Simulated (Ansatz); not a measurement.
HfO2:

```
Hf O
1.0
     3.55802    0.00000    0.00000
     0.00000    3.55802    0.00000
     0.00000    0.00000    5.17186
Hf O
2 4
Direct
  0.00000 0.00000 0.00000
  0.50000 0.50000 0.50000
  0.00000 0.50000 0.19721
  0.50000 0.00000 0.30279
  0.50000 0.00000 0.80279
  0.00000 0.50000 0.69721
```

Measurements of this composition are mostly on another form, of space group No. 14.

- Program: Ansatz 0.2.0
- Task: relaxation of cell and atoms
- Functional: RPBE
- Potentials or basis: Ansatz PAW
- Cutoff: 420 eV (not typed: the program's choice for these potentials)
- k mesh: 8 × 8 × 5
- Occupations: fermi-dirac, width 0.05 eV
- Spin: no spin polarisation

At the start: volume 10.91 Å³/atom.

**Question.** How do energy, volume and symmetry change on relaxing?

**Answer.** It ends after 11 steps and the volume is 11.73 Å³/atom (+7.5 %); space group P4_2/nmc (No. 137, to 0.05 Å).

The path:
| step | energy change (eV) | largest force (eV/Å) | volume (Å³) |
| --- | --- | --- | --- |
| 1 | 0.0000 | 0.1639 | 65.47 |
| 2 | -0.1590 | 0.1441 | 70.40 |
| 3 | -0.1680 | 0.0770 | 69.83 |
| 4 | -0.1703 | 0.0100 | 70.06 |
| 5 | -0.1705 | 0.0011 | 70.10 |
| 6 | -0.1706 | 0.0001 | 70.09 |
| 7 | -0.1991 | 0.0020 | 70.09 |
| 8 | -0.1985 | 0.0003 | 70.39 |
| 9 | -0.1998 | 0.0004 | 70.39 |
| 10 | -0.1997 | 0.0001 | 70.41 |
| 11 | -0.1998 | 0.0001 | 70.41 |

Final structure:
```
CELL_PARAMETERS angstrom
3.62957 0.00000 0.00000
0.00000 3.62957 0.00000
0.00000 0.00000 5.34462
ATOMIC_POSITIONS crystal
Hf 0.00000 0.00000 0.00000
Hf 0.50000 0.50000 0.50000
O 0.00000 0.50000 0.18757
O 0.50000 0.00000 0.31243
O 0.50000 0.00000 0.81243
O 0.00000 0.50000 0.68757
```

Caveat: the plane-wave basis is chosen anew once the cell has moved, so the energies of steps on either side of that aren't comparable; the pressure holds a Pulay correction of +0.6 GPa for the finite cutoff; the PAW data sets come from PBE, with cores solved anew for the run's functional, which leaves a small shift of forces and pressure.
